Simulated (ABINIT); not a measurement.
# C (Pm-3m) in ABINIT: a series of runs

One crystal, C, is run at these levels: WC; tasks: relaxation of cell and atoms, single point.

Program: ABINIT 10.8.3 (patched build). These are calculated values, not measurements. Logs are shortened: lines on timing, memory, paths and dates and some standing lists are left out, and cuts for length are marked. The log counts tension as positive stress, the text compression.

## (1) Starting point

The structure is cubic, space group Pm-3m (No. 221). The conventional cell has a = 2.620 Å, b = 2.620 Å, c = 2.620 Å, α = 90.00°, β = 90.00°, γ = 90.00°. Around C (site symmetry 4/mmm) lie 8 C at 1.85 Å.

The cell was built by a generator and needn't be a form met in nature.

## (2) Relaxation of cell and atoms, WC

The input, run.abi:

```
pp_dirpath "./"
pseudos "C.upf"

acell 2.61972 2.61972 2.61972 Angstrom
rprim
     1.0000000000     0.0000000000     0.0000000000
     0.0000000000     1.0000000000     0.0000000000
     0.0000000000     0.0000000000     1.0000000000
ntypat 1
znucl 6
natom 3
typat 1 1 1
chkprim 0
chksymtnons 0
tolsym 1.0e-6
xred
            0.0            1/2            1/2
            1/2            0.0            1/2
            1/2            1/2            0.0

ecut 41.0
ecutsm 0.5

kptopt 1
ngkpt 8 8 8
nshiftk 1
shiftk 0.0 0.0 0.0

ixc 23

nband 10
occopt 3
tsmear 0.00183747

nstep 80
tolvrs 1.0e-12

iomode 3
prteig 0
prtebands 0
prtwf 0
prtden 0

ionmov 2
optcell 2
ntime 50
tolmxf 2.0e-5
dilatmx 1.08
```

Potentials or basis: PseudoDojo NC SR PBEsol v0.4.1 standard.

The run is started by

```
$ abinit run.abi > log 2>&1
```

run.abo:

```text
.Version 10.8.3 of ABINIT
 Symmetries : space group Pm -3 m (#221); Bravais cP (primitive cubic)
================================================================================
 Values of the parameters that define the memory need of the present run
     intxc =       0    ionmov =       2      iscf =       7    lmnmax =       4
     lnmax =       4     mgfft =      32  mpssoang =       2    mqgrid =    3001
     natom =       3  nloc_mem =       1    nspden =       1   nspinor =       1
    nsppol =       1      nsym =      48    n1xccc =    2501    ntypat =       1
    occopt =       3   xclevel =       2
       mpw =        1936          nfft =       32768          nkpt =          35
================================================================================
================================================================================

--------------------------------------------------------------------------------
------------- Echo of variables that govern the present computation ------------
--------------------------------------------------------------------------------
 -outvars: echo values of preprocessed input variables --------
            acell      4.9505533266E+00  4.9505533266E+00  4.9505533266E+00 Bohr
              amu      1.20110000E+01
          chkprim           0
      chksymtnons           0
          dilatmx      1.08000000E+00
             ecut      4.10000000E+01 Hartree
           ecutsm      5.00000000E-01 Hartree
           ionmov           2
              ixc          23
         kptrlatt        8    0    0      0    8    0      0    0    8
          kptrlen      3.96044266E+01
            natom           3
            nband          10
            ngfft          32      32      32
             nkpt          35
            nstep          80
             nsym          48
            ntime          50
           ntypat           1
           occopt           3
          optcell           2
           prtden           0
        prtebands           0
           prteig           0
            prtwf           0
          spgroup         221
           tolmxf      2.00000000E-05
           tolsym      1.00000000E-06
           tolvrs      1.00000000E-12
           tsmear      1.83747000E-03 Hartree
            typat      1  1  1
           xangst      0.0000000000E+00  1.3098600000E+00  1.3098600000E+00
                       1.3098600000E+00  0.0000000000E+00  1.3098600000E+00
                       1.3098600000E+00  1.3098600000E+00  0.0000000000E+00
            xcart      0.0000000000E+00  2.4752766633E+00  2.4752766633E+00
                       2.4752766633E+00  0.0000000000E+00  2.4752766633E+00
                       2.4752766633E+00  2.4752766633E+00  0.0000000000E+00
             xred      0.0000000000E+00  5.0000000000E-01  5.0000000000E-01
                       5.0000000000E-01  0.0000000000E+00  5.0000000000E-01
                       5.0000000000E-01  5.0000000000E-01  0.0000000000E+00
            znucl        6.00000

================================================================================

 chkinp: Checking input parameters for consistency.

================================================================================
== DATASET  1 ==================================================================

--- !DatasetInfo
iteration_state: {dtset: 1, }
dimensions: {natom: 3, nkpt: 35, mband: 10, nsppol: 1, nspinor: 1, nspden: 1, mpw: 1936, }
cutoff_energies: {ecut:  41.0, pawecutdg:  -1.0, }
electrons: {nelect:   1.20000000E+01, charge:   0.00000000E+00, occopt:   3.00000000E+00, tsmear:   1.83747000E-03, }
meta: {optdriver: 0, ionmov: 2, optcell: 2, iscf: 7, paral_kgb: 0, }
...

 Exchange-correlation functional for the present dataset will be:
  GGA: Wu Cohen functional - ixc=23
  Z. Wu and R. E. Cohen, PRB 73, 235116 (2006)

 Real(R)+Recip(G) space primitive vectors, cartesian coordinates (Bohr,Bohr^-1):
 R(1)=  4.9505533  0.0000000  0.0000000  G(1)=  0.2019976  0.0000000  0.0000000
 R(2)=  0.0000000  4.9505533  0.0000000  G(2)=  0.0000000  0.2019976  0.0000000
 R(3)=  0.0000000  0.0000000  4.9505533  G(3)=  0.0000000  0.0000000  0.2019976
 Unit cell volume ucvol=  1.2132805E+02 bohr^3
 Angles (23,13,12)=  9.00000000E+01  9.00000000E+01  9.00000000E+01 degrees

 getcut: wavevector=  0.0000  0.0000  0.0000  ngfft=  32  32  32
         ecut(hartree)=     47.822   => boxcut(ratio)=   2.07642

--- Pseudopotential description ------------------------------------------------
- pspini: atom type   1  psp file is ./C.upf
   6.00000   4.00000  180301                  znucl, zion, pspdat
12 -116133 1 -1 1248                          pspcod,pspxc,lmax,lloc,mmax
     nproj     2     2

   1.56567327E+02                                ecore*ucvol(ha*bohr**3)
--------------------------------------------------------------------------------

================================================================================

=== [ionmov= 2] Broyden-Fletcher-Goldfarb-Shanno method (forces)
================================================================================

--- Iteration: ( 1/50) Internal Cycle: (1/1)
--------------------------------------------------------------------------------

---SELF-CONSISTENT-FIELD CONVERGENCE--------------------------------------------

--- !BeginCycle
iteration_state: {dtset: 1, itime: 1, icycle: 1, }
solver: {iscf: 7, nstep: 80, nline: 4, wfoptalg: 0, }
tolerances: {tolvrs: 1.00E-12, }
...

     iter   Etot(hartree)      deltaE(h)  residm     vres2
 ETOT  1  -17.639399899566    -1.764E+01 1.036E-01 4.924E+00
 ETOT  2  -17.654118627780    -1.472E-02 7.140E-02 5.089E-02
 ETOT  3  -17.654125800053    -7.172E-06 2.160E-03 1.592E-03
 ETOT  4  -17.654125888346    -8.829E-08 4.776E-03 4.065E-05
 ETOT  5  -17.654125891412    -3.065E-09 1.320E-03 3.790E-08
 ETOT  6  -17.654125891423    -1.143E-11 4.380E-03 1.578E-10
 ETOT  7  -17.654125891423     2.416E-13 1.063E-03 7.109E-13
[... 463 lines left out ...]
  0.00000000000000E+00  0.00000000000000E+00  0.00000000000000E+00
  0.00000000000000E+00  0.00000000000000E+00  0.00000000000000E+00
  0.00000000000000E+00  0.00000000000000E+00  0.00000000000000E+00
 Scale of Primitive Cell (acell) [bohr]
  4.97243792727314E+00  4.97243792727314E+00  4.97243792727315E+00
 Real space primitive translations (rprimd) [bohr]
  4.97243792727314E+00  0.00000000000000E+00  0.00000000000000E+00
  0.00000000000000E+00  4.97243792727314E+00  0.00000000000000E+00
  0.00000000000000E+00  0.00000000000000E+00  4.97243792727315E+00
 Unitary Cell Volume (ucvol) [Bohr^3]=  1.22944218625260E+02
 Angles (23,13,12)= [degrees]
  9.00000000000000E+01  9.00000000000000E+01  9.00000000000000E+01
 Lengths [Bohr]
  4.97243792727314E+00  4.97243792727314E+00  4.97243792727315E+00
 Stress tensor in cartesian coordinates (strten) [Ha/bohr^3]
 -1.22456167463147E-08  0.00000000000000E+00  0.00000000000000E+00
  0.00000000000000E+00 -1.22456167393759E-08  0.00000000000000E+00
  0.00000000000000E+00  0.00000000000000E+00 -1.22456167359064E-08
 Total energy (etotal) [Ha]= -1.76541863401225E+01

 Difference of energy with previous step (new-old):
           Absolute (Ha)=-4.33946E-09
           Relative     =-2.45803E-10

 At Broyd/MD step   5, gradients are converged :
  max grad (force/stress) = 1.2246E-06 < tolmxf= 2.0000E-05 ha/bohr (free atoms)

================================================================================

 ----iterations are completed or convergence reached----

 Mean square residual over all n,k,spin=   39.729E-09; max=  63.271E-07
 reduced coordinates (array xred) for    3 atoms
       0.000000000000      0.500000000000      0.500000000000
       0.500000000000      0.000000000000      0.500000000000
       0.500000000000      0.500000000000      0.000000000000
 rms dE/dt=  0.0000E+00; max dE/dt=  0.0000E+00; dE/dt below (all hartree)
    1       0.000000000000      0.000000000000      0.000000000000
    2       0.000000000000      0.000000000000      0.000000000000
    3       0.000000000000      0.000000000000      0.000000000000

 cartesian coordinates (angstrom) at end:
    1      0.00000000000000     1.31565041597880     1.31565041597880
    2      1.31565041597880     0.00000000000000     1.31565041597880
    3      1.31565041597880     1.31565041597880     0.00000000000000

 cartesian forces (hartree/bohr) at end:
    1     -0.00000000000000    -0.00000000000000    -0.00000000000000
    2     -0.00000000000000    -0.00000000000000    -0.00000000000000
    3     -0.00000000000000    -0.00000000000000    -0.00000000000000
 frms,max,avg= 0.0000000E+00 0.0000000E+00   0.000E+00  0.000E+00  0.000E+00 h/b

 cartesian forces (eV/Angstrom) at end:
    1     -0.00000000000000    -0.00000000000000    -0.00000000000000
    2     -0.00000000000000    -0.00000000000000    -0.00000000000000
    3     -0.00000000000000    -0.00000000000000    -0.00000000000000
 frms,max,avg= 0.0000000E+00 0.0000000E+00   0.000E+00  0.000E+00  0.000E+00 e/A
 length scales=  4.972437927273  4.972437927273  4.972437927273 bohr
              =  2.631300831958  2.631300831958  2.631300831958 angstroms
 Fermi (or HOMO) energy (hartree) =   0.40774   Average Vxc (hartree)=  -0.49940
 Eigenvalues (hartree) for nkpt=  35  k points:
 kpt#   1, nband= 10, wtk=  0.00195, kpt=  0.0000  0.0000  0.0000 (reduced coord)
  -0.41883    0.12134    0.12134    0.12134    0.30372    0.30372    0.56700    0.56700
   0.56700    0.61713
      occupation numbers for kpt#   1
   2.00000    2.00000    2.00000    2.00000    2.00000    2.00000    0.00000    0.00000
   0.00000    0.00000
 prteigrs : prtvol=0 or 1, do not print more k-points.

--- !EnergyTerms
iteration_state     : {dtset: 1, itime: 5, icycle: 1, }
comment             : Components of total free energy in Hartree
kinetic             :  1.14810061713928E+01
hartree             :  1.00226646676047E+00
xc                  : -6.21240435254489E+00
Ewald energy        : -1.93177218954934E+01
psp_core            :  1.27348263080145E+00
local_psp           : -5.59269577826807E+00
non_local_psp       : -2.87825475243754E-01
internal            : -1.76538922325954E+01
'-kT*entropy'       : -2.94107527065971E-04
total_energy        : -1.76541863401225E+01
total_energy_eV     : -4.80394883359595E+02
band_energy         :  8.05785337019651E-01
...

 Cartesian components of stress tensor (hartree/bohr^3)
  sigma(1 1)= -1.22456167E-08  sigma(3 2)=  0.00000000E+00
  sigma(2 2)= -1.22456167E-08  sigma(3 1)=  0.00000000E+00
  sigma(3 3)= -1.22456167E-08  sigma(2 1)=  0.00000000E+00

-Cartesian components of stress tensor (GPa)         [Pressure=  3.6028E-04 GPa]
- sigma(1 1)= -3.60278483E-04  sigma(3 2)=  0.00000000E+00
- sigma(2 2)= -3.60278483E-04  sigma(3 1)=  0.00000000E+00
- sigma(3 3)= -3.60278483E-04  sigma(2 1)=  0.00000000E+00

== END DATASET(S) ==============================================================
================================================================================

 -outvars: echo values of variables after computation  --------
            acell      4.9724379273E+00  4.9724379273E+00  4.9724379273E+00 Bohr
           etotal     -1.7654186340E+01
            fcart     -0.0000000000E+00 -0.0000000000E+00 -0.0000000000E+00
                      -0.0000000000E+00 -0.0000000000E+00 -0.0000000000E+00
                      -0.0000000000E+00 -0.0000000000E+00 -0.0000000000E+00
           strten     -1.2245616746E-08 -1.2245616739E-08 -1.2245616736E-08
                       0.0000000000E+00  0.0000000000E+00  0.0000000000E+00
           xangst      0.0000000000E+00  1.3156504160E+00  1.3156504160E+00
                       1.3156504160E+00  0.0000000000E+00  1.3156504160E+00
                       1.3156504160E+00  1.3156504160E+00  0.0000000000E+00
             xred      0.0000000000E+00  5.0000000000E-01  5.0000000000E-01
                       5.0000000000E-01  0.0000000000E+00  5.0000000000E-01
                       5.0000000000E-01  5.0000000000E-01  0.0000000000E+00
 Calculation completed.
```

It took 38 s on 1 thread of Intel Xeon Platinum 8488C (Sapphire Rapids), shared host; peak memory 0.07 GiB.

What came out:

| Item | Value |
| --- | --- |
| Free energy | -480.3949 eV |
| Relaxed volume | 6.07 Å³/atom |
| Relaxed cell | a = 2.631 Å, b = 2.631 Å, c = 2.631 Å, α = 90.00°, β = 90.00°, γ = 90.00° |
| Space group after relaxing (to 0.05 Å) | Pm-3m (No. 221) |
| Energy gained by relaxing | 0.5 meV/atom |
| Ionic steps | 5 |
| Pressure after relaxing | 0.0 GPa |
| Band gap on the k mesh | none (metal or under the smearing width) |

The path:
| step | energy change (eV) | largest force (eV/Å) | pressure (GPa) | volume (Å³) |
| --- | --- | --- | --- | --- |
| 1 | 0.0000 | 0.0000 | 2.07 | 17.98 |
| 2 | -0.0012 | 0.0000 | 1.19 | 18.09 |
| 3 | -0.0016 | 0.0000 | -0.31 | 18.25 |
| 4 | -0.0016 | 0.0000 | 0.02 | 18.22 |
| 5 | -0.0016 | 0.0000 | 0.00 | 18.22 |

Final structure:
```
C
1.0
     2.63130    0.00000    0.00000
     0.00000    2.63130    0.00000
     0.00000    0.00000    2.63130
C
3
Direct
  0.00000 0.50000 0.50000
  0.50000 0.00000 0.50000
  0.50000 0.50000 0.00000
```

Caveat: the potentials were made for another functional, which shifts forces and pressure.

(Part 1 of 2 ends here.)
